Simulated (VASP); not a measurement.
# InAs (F-43m) in VASP: notebook, part 3 of 3

VASP 6.6.1.

## 5. Band structure, PBE, spin-orbit coupling, no magnetisation

INCAR

```
SYSTEM = InAs
PREC = Accurate
ENCUT = 520
EDIFF = 1E-7
ISMEAR = 0
SIGMA = 0.03
LREAL = .False.
LASPH = .True.
NELM = 80
ALGO = Fast
ISIF = 2
LWAVE = .False.
LCHARG = .False.
MAGMOM = 0 0 0 0 0 0
LORBIT = 11
LSORBIT = .True.
GGA_COMPAT = .False.
GGA = PE
NBANDS = 30
KPAR = 4
```

KPOINTS

```
Automatic mesh
0
Gamma
  10 10 10
  0 0 0
```

POSCAR

```
InAs                                    
1.0
    0.0000000000      3.0454540631      3.0454540631
    3.0454540631      0.0000000000      3.0454540631
    3.0454540631      3.0454540631      0.0000000000
  In              As            
     1     1
Direct
     0.0000000000000000    0.0000000000000000    0.0000000000000000
     0.2500000000000000    0.2500000000000000    0.2500000000000000
```

KPOINTS_OPT is that of step 4.

On the command line:

```sh
$ cat potpaw_PBE.64/In_d/POTCAR potpaw_PBE.64/As/POTCAR > POTCAR
$ mpirun -np 4 vasp_ncl > vasp.out
```

Run time: 3.6 min. Hardware: 4 MPI ranks of Intel Xeon Platinum 8559C (Emerald Rapids), shared host; peak memory 0.54 GiB.

It converged, with:

```
Free energy                                           : -7.7463 eV
Pressure                                              : 2.6 GPa
Valence electrons inside the program's atomic spheres : In 11.45; As 2.80
```

## 6. Band structure, TB-mBJ

POSCAR is that of step 5.

INCAR.step1

```
SYSTEM = InAs
PREC = Accurate
ENCUT = 520
EDIFF = 1E-5
ISMEAR = 0
SIGMA = 0.03
LREAL = .False.
LASPH = .True.
NELM = 80
ALGO = Normal
ISIF = 2
LWAVE = .True.
LCHARG = .False.
NBANDS = 16
KPAR = 4
GGA = PE
```

INCAR.step2

```
SYSTEM = InAs
PREC = Accurate
ENCUT = 520
EDIFF = 1E-7
ISMEAR = 0
SIGMA = 0.03
LREAL = .False.
LASPH = .True.
NELM = 80
ALGO = Normal
ISIF = 2
LWAVE = .False.
LCHARG = .False.
METAGGA = MBJ
NBANDS = 16
KPAR = 4
ISTART = 1
```

KPOINTS is that of step 5.

KPOINTS_OPT is that of step 5.

Potentials or basis: VASP PAW PBE potentials, release 64 (In_d, As).

On the command line:

```sh
$ cat potpaw_PBE.64/In_d/POTCAR potpaw_PBE.64/As/POTCAR > POTCAR
$ cp INCAR.step1 INCAR
$ mpirun -np 4 vasp_std > vasp.out
$ cp INCAR.step2 INCAR
$ mpirun -np 4 vasp_std > vasp.out
```

OUTCAR:

```text
SYSTEM = InAs
   PREC = Accurate
   ENCUT = 520
   EDIFF = 1E-7
   ISMEAR = 0
   LREAL = .False.
   LASPH = .True.
   NELM = 80
   ISIF = 2
   METAGGA = MBJ
   ISTART = 1

 ion  position               nearest neighbor table
   1  0.000  0.000  0.000-   2 2.64   2 2.64   2 2.64   2 2.64
   2  0.250  0.250  0.250-   1 2.64   1 2.64   1 2.64   1 2.64

  LATTYP: Found a face centered cubic cell.
 ALAT       =     6.0909081262

  Lattice vectors:

 A1 = (   0.0000000000,   3.0454540631,   3.0454540631)
 A2 = (   3.0454540631,   0.0000000000,   3.0454540631)
 A3 = (   3.0454540631,   3.0454540631,   0.0000000000)

Analysis of symmetry for initial positions (statically):
=====================================================================
 Subroutine PRICEL returns:
 Original cell was already a primitive cell.

 Routine SETGRP: Setting up the symmetry group for a
 face centered cubic supercell.

 Subroutine GETGRP returns: Found 24 space group operations
 (whereof 24 operations were pure point group operations)
 out of a pool of 48 trial point group operations.

The static configuration has the point symmetry T_d .

Analysis of symmetry for dynamics (positions and initial velocities):
=====================================================================
 Subroutine PRICEL returns:
 Original cell was already a primitive cell.

 Routine SETGRP: Setting up the symmetry group for a
 face centered cubic supercell.

 Subroutine GETGRP returns: Found 24 space group operations
 (whereof 24 operations were pure point group operations)
 out of a pool of 48 trial point group operations.

The dynamic configuration has the point symmetry T_d .

 Subroutine INISYM returns: Found 24 space group operations
 (whereof 24 operations are pure point group operations),
[... 105 lines left out ...]
   TEBEG  =    0.0;   TEEND  =   0.0 temperature during run
   PSTRESS=    0.0 pullay stress
   NELECT =      18.0000    total number of electrons
   NUPDOWN=      -1.0000    fix difference up-down
   EMIN   =  10.00;   EMAX   =-10.00  energy-range for DOS
   EFERMI =   0.00;   METHOD = LEGACY
   ISMEAR =     0;   SIGMA  =   0.03  broadening in eV -4-tet -1-fermi 0-gaus
   EFERMI_NEDOS =   21; number of points for ismear=-14 and -15
   IALGO  =     38    algorithm
   IMIX   =      4    mixing-type and parameters
     AMIX     =   0.40;   BMIX     =  1.00
     AMIX_MAG =   1.60;   BMIX_MAG =  1.00
  volume/ion in A,a.u.               =      28.25       190.61
  Fermi-wavevector in a.u.,A,eV,Ry     =   1.118159  2.113014 17.011090  1.250280
  Thomas-Fermi vector in A             =   2.254788
   LORBIT       =      0    0 simple, 1 ext, 2 COOP (PROOUT), +10 PAW based schemes
   METAGGA = MBJ    functional components
   LHFCALC =     F    Hartree Fock is set to
   AEXX    =    0.0000 exact exchange contribution
   IVDW    =     0    specifies the selected vdW correction
   LEPSILON=     F    determine dielectric tensor
   LRPA    =     F    only Hartree local field effects (RPA)
 non-spin polarized calculation
 Gauss-broadening in eV      SIGMA  =   0.03
  energy-cutoff  :      520.00
  volume of cell :       56.49
 maximum number of plane-waves:      1540
   NGX = 17   NGY = 17   NGZ = 17

 number of electron      17.9999992 magnetization

 Free energy of the ion-electron system (eV)
  ---------------------------------------------------
  ext. energy  EPLUGINS =         0.00000000
  ---------------------------------------------------
  free energy    TOTEN  =       397.40292382 eV

  energy without entropy =      397.40292382  energy(sigma->0) =      397.40292382

 E-fermi :   4.4608     XC(G=0):  -8.5939

 val. band max:        4.2975752845   @ k =   0.0000   0.0000   0.0000
 cond. band min:       4.8958849184   @ k =   0.0000   0.0000   0.0000
 fundamental gap:      0.5983096340
 Fermi energy:         4.4608474974

 k-point     1 :       0.0000    0.0000    0.0000
  band No.  band energies     occupation
      1     -10.4534      2.00000
      2     -10.4534      2.00000
      3     -10.4532      2.00000
      4     -10.3088      2.00000
      5     -10.3088      2.00000
      6      -7.1577      2.00000
[... 433 lines left out ...]
      3     -10.4016      2.00000
      4     -10.3290      2.00000
      5     -10.2946      2.00000
      6      -5.8084      2.00000
[... 8 lines left out ...]
     15      15.2224      0.00000
     16      16.9189      0.00000

 [... further k-points ...]
[... 5 lines left out ...]
  --------------------------------------------------------------------------------------
  -------------------------------------------------------------------------------------
  Total      -63.3465445    -63.3465445    -63.3465445     -0.0000000      0.0000000      0.0000000
  in kB    -1796.5832934  -1796.5832934  -1796.5832934     -0.0000000      0.0000000      0.0000000
  external PRESSURE =   -1796.5832934 kB  Pullay stress =       0.0000000 kB

 VOLUME and BASIS-vectors are now :
 -----------------------------------------------------------------------------
  energy-cutoff  :      520.00
  volume of cell :       56.49
      direct lattice vectors                 reciprocal lattice vectors
     0.000000000  3.045454063  3.045454063    -0.164179130  0.164179130  0.164179130
     3.045454063  0.000000000  3.045454063     0.164179130 -0.164179130  0.164179130
     3.045454063  3.045454063  0.000000000     0.164179130  0.164179130 -0.164179130

 POSITION                                       TOTAL-FORCE (eV/Angst)
 -----------------------------------------------------------------------------------
      0.00000      0.00000      0.00000         0.000000      0.000000      0.000000
      1.52273      1.52273      1.52273        -0.000000     -0.000000     -0.000000
 -----------------------------------------------------------------------------------
    total drift:                                0.000099      0.000099      0.000099

  FREE ENERGIE OF THE ION-ELECTRON SYSTEM (eV)
  ---------------------------------------------------
  free  energy   TOTEN  =       397.4029238182 eV

  energy  without entropy=      397.4029238182  energy(sigma->0) =      397.40292382
```

OSZICAR.step1:

```text
N       E                     dE             d eps       ncg     rms          rms(c)
DAV:   1     0.112255946908E+03    0.11226E+03   -0.82668E+03  1512   0.119E+03
DAV:   2    -0.238006804869E+00   -0.11249E+03   -0.10753E+03  1624   0.295E+02
DAV:   3    -0.776293259972E+01   -0.75249E+01   -0.74875E+01  1968   0.737E+01
DAV:   4    -0.795534904054E+01   -0.19242E+00   -0.19236E+00  1840   0.134E+01
DAV:   5    -0.796595951095E+01   -0.10610E-01   -0.10610E-01  2288   0.260E+00    0.440E+00
DAV:   6    -0.771851767453E+01    0.24744E+00   -0.37443E-01  2376   0.100E+01    0.244E+00
DAV:   7    -0.769519278743E+01    0.23325E-01   -0.11218E-01  2040   0.291E+00    0.721E-01
DAV:   8    -0.769635030622E+01   -0.11575E-02   -0.13039E-02  1912   0.128E+00    0.185E-01
DAV:   9    -0.769695121675E+01   -0.60091E-03   -0.95593E-04  1816   0.266E-01    0.111E-01
DAV:  10    -0.769712079135E+01   -0.16957E-03   -0.19876E-04  1936   0.195E-01    0.606E-02
DAV:  11    -0.769716884794E+01   -0.48057E-04   -0.11472E-04  1760   0.119E-01    0.395E-02
DAV:  12    -0.769716922135E+01   -0.37341E-06   -0.57018E-06  1344   0.291E-02
   1 F= -.76971692E+01 E0= -.76971461E+01  d E =-.462787E-04
```

Wall time 55 s (4 MPI ranks of Intel Xeon Platinum 8559C (Emerald Rapids), shared host); peak memory 0.23 GiB.

Results:

```yaml
Band_gap_on_the_k_mesh: 0.60 eV, direct
Band_gap_along_the_path: 0.60 eV, direct
```

Levels at the corners of the path, in eV from the valence-band top:
| point | band 6 | band 7 | band 8 | band 9 | band 10 | band 11 | band 12 | band 13 |
| --- | --- | --- | --- | --- | --- | --- | --- | --- |
| Γ | -11.46 | 0.00 | 0.00 | 0.00 | 0.60 | 4.34 | 4.34 | 4.34 |
| X | -9.60 | -5.37 | -2.11 | -2.10 | 2.22 | 2.59 | 9.70 | 9.75 |
| X | -9.60 | -5.37 | -2.11 | -2.10 | 2.22 | 2.59 | 9.70 | 9.75 |
| W | -9.56 | -5.23 | -2.66 | -2.55 | 4.55 | 4.72 | 5.55 | 6.55 |
| W | -9.56 | -5.23 | -2.66 | -2.55 | 4.55 | 4.72 | 5.55 | 6.55 |
| K | -9.62 | -5.24 | -2.93 | -1.76 | 2.70 | 4.68 | 7.73 | 7.83 |
| K | -9.62 | -5.24 | -2.93 | -1.76 | 2.70 | 4.68 | 7.73 | 7.83 |
| Γ | -11.46 | 0.00 | 0.00 | 0.00 | 0.60 | 4.34 | 4.34 | 4.34 |
| Γ | -11.46 | 0.00 | 0.00 | 0.00 | 0.60 | 4.34 | 4.34 | 4.34 |
| L | -10.11 | -5.29 | -0.89 | -0.89 | 1.61 | 5.06 | 5.06 | 7.60 |
| L | -10.11 | -5.29 | -0.89 | -0.89 | 1.61 | 5.06 | 5.06 | 7.60 |
| U | -9.62 | -5.24 | -2.93 | -1.76 | 2.70 | 4.68 | 7.73 | 7.83 |
| U | -9.62 | -5.24 | -2.93 | -1.76 | 2.70 | 4.68 | 7.73 | 7.83 |
| W | -9.56 | -5.23 | -2.66 | -2.55 | 4.55 | 4.72 | 5.55 | 6.55 |
| W | -9.56 | -5.23 | -2.66 | -2.55 | 4.55 | 4.72 | 5.55 | 6.55 |
| L | -10.11 | -5.29 | -0.89 | -0.89 | 1.61 | 5.06 | 5.06 | 7.60 |
| L | -10.11 | -5.29 | -0.89 | -0.89 | 1.61 | 5.06 | 5.06 | 7.60 |
| K | -9.62 | -5.24 | -2.93 | -1.76 | 2.70 | 4.68 | 7.73 | 7.83 |
| U | -9.62 | -5.24 | -2.93 | -1.76 | 2.70 | 4.68 | 7.73 | 7.83 |
| X | -9.60 | -5.37 | -2.11 | -2.10 | 2.22 | 2.59 | 9.70 | 9.75 |

Caveat: the PAW data sets were made with another functional, which shifts forces and pressure a little; spin-orbit coupling is left out, which moves the levels of the heavy elements.

## 7. Summary

```tsv
level	potentials or basis	spin	gap on the mesh (eV)	pressure (GPa)
PBE	VASP PAW PBE potentials, release 64 (In_d, As)	off	-	2.6
LDA	VASP PAW LDA potentials, release 64 (In_d, As)	off	-	-1.7
r2SCAN	VASP PAW PBE potentials, release 64 (In_d, As)	off	0.13	0.5
PBE	VASP PAW PBE potentials, release 64 (In_d, As)	SOC, no magnetisation	-	2.6
TB-mBJ	VASP PAW PBE potentials, release 64 (In_d, As)	off	0.60	-
```

Alike in all rows: task band structure; cell as given; k mesh 10 × 10 × 10; cutoff (eV) 520; smearing gaussian 0.03 eV.

Caveats: spin-orbit coupling is left out, which moves the levels of the heavy elements (some runs); this crystal is a semiconductor, whose small gap the functional closes, so the metal is an error of the method (some runs); the PAW data sets were made with another functional, which shifts forces and pressure a little (some runs).

Total energies depend on the potentials used, so only differences within one code and one set of settings carry meaning.

## 8. Against experiment

Step 2. A measured gap of InAs is 0.418 eV (direct; 4.2 K; a printed reference work, data compilation); the calculated 0.00 eV misses it by -0.42 eV. Spin-orbit coupling on As, In is left out. The value is that of PBE, without temperature or zero-point motion. Semilocal functionals fall short of measured gaps as a rule.

Step 3. Against the measured gap of InAs, 0.418 eV (direct; 4.2 K; a printed reference work, data compilation), the calculated 0.00 eV is off by -0.42 eV. Spin-orbit coupling on As, In is left out. The value is that of LDA, without temperature or zero-point motion. Semilocal functionals fall short of measured gaps as a rule.

Step 4. A measured gap of InAs is 0.418 eV (direct; 4.2 K; a printed reference work, data compilation); the calculated 0.13 eV misses it by -0.29 eV. Spin-orbit coupling on As, In is left out. The value is that of r2SCAN, without temperature or zero-point motion.

Step 6. A measured gap of InAs is 0.418 eV (direct; 4.2 K; a printed reference work, data compilation); the calculated 0.60 eV misses it by +0.18 eV. Spin-orbit coupling on As, In is left out. The value is that of TB-mBJ, without temperature or zero-point motion.
